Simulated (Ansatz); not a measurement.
## Straining AlFe

Computed with DFT PBE, scalar-relativistic, plane waves, PAW in Ansatz 0.2.0. (420 eV cutoff, 18×18×18 k-mesh, Gaussian smearing of 0.10 eV, collinear spin)

The relaxed crystal:

```xyz
2
Lattice="2.8743 0.0000 0.0000 0.0000 2.8743 0.0000 0.0000 0.0000 2.8743" Properties=species:S:1:pos:R:3 pbc="T T T"
Al    0.0000    0.0000    0.0000
Fe    1.4372    1.4372    1.4372
```

Deformation: shear that moves c along a by the strain times its height over the a-b plane, the cell held and the atoms relaxed, all within the symmetry that the strain leaves. Energies are extrapolated to zero smearing. Stress is positive in compression, on the Cartesian axes of the cell above.

Strains computed: +1.0, +2.0, +3.0, +4.0, +6.0 %.

Q: At which strain does the energy stand 0.5 meV/atom over the relaxed crystal with σxx = 0.07, σyy = 0.09, σzz = 0.09, σyz = 0.00, σxz = -1.40, σxy = 0.00 GPa?

A: +1.0 %.